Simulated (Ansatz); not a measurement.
# BN: the cost of one run

Method: DFT LDA, scalar-relativistic, plane waves, PAW, in Ansatz 0.2.0.

3 further runs of the same task are left out: 3 set aside as unsound or not needed.

## (1) The starting structure

It takes space group R3m (No. 160, trigonal). Conventional cell: a = 2.489 Å, b = 2.489 Å, c = 9.672 Å, α = 90.00°, β = 90.00°, γ = 120.00°. B (site symmetry 3m) has 3 N at 1.44 Å as nearest neighbours. N (site symmetry 3m) has 3 B at 1.44 Å as nearest neighbours.

Coordinates:

```cif
data_structure
_symmetry_space_group_name_H-M 'P 1'
_symmetry_Int_Tables_number 1
_cell_length_a 3.5298
_cell_length_b 3.5298
_cell_length_c 3.5298
_cell_angle_alpha 41.283
_cell_angle_beta 41.283
_cell_angle_gamma 41.283
_cell_volume 17.29
loop_
_atom_site_label
_atom_site_type_symbol
_atom_site_fract_x
_atom_site_fract_y
_atom_site_fract_z
_atom_site_occupancy
B1 B 0.99974 0.99974 0.99974 1
N1 N 0.33269 0.33269 0.33269 1
```

It goes back to an entry of the Materials Project, which need not be the stable form.

This cell was relaxed beforehand with the same method: volume 8.65 Å³/atom, gap on the mesh 4.04 eV.

## (2) Relaxing at 40 GPa

What is minimised here is the enthalpy; the energy can go up as the cell is squeezed.

The input, input.yaml:

```yaml
crystal:
  lattice:
    - [1.2442985526, 0.7183961043, 3.2240992006]
    - [-1.2442985526, 0.7183961043, 3.2240992006]
    - [0.0, -1.4367922086, 3.2240992005]
  atoms:
    - { symbol: B, position: [0.9997405139, 0.9997405139, 0.9997405139] }
    - { symbol: "N", position: [0.3326924861, 0.3326924861, 0.3326924861] }
basis:
  ecutwfc: 420
kpoints:
  mp_grid: { grid: [12, 12, 12] }
hamiltonian:
  xc: lda
scf:
  occupations: { method: fixed }
output:
  forces: true
  stress: true
  eigenvalues: true
relax:
  adjacent_minimum: "off"
  f_tol: 0.001
  max_steps: 60
  cell: { stress_tol: 0.02, p_target: 40.0 }
```

Started as:

```bash
ansatz run input.yaml --threads 1 --pin off --max-ram 3072MiB --backend cpu --events-out ev --progress --plain --runs-dir out
```

Q: Estimate wall time and peak memory on 1 thread of Intel Xeon Platinum 8259CL at 2.50GHz (Skylake/Cascade Lake), shared host.

About 54 s, with a peak of 0.38 GiB.
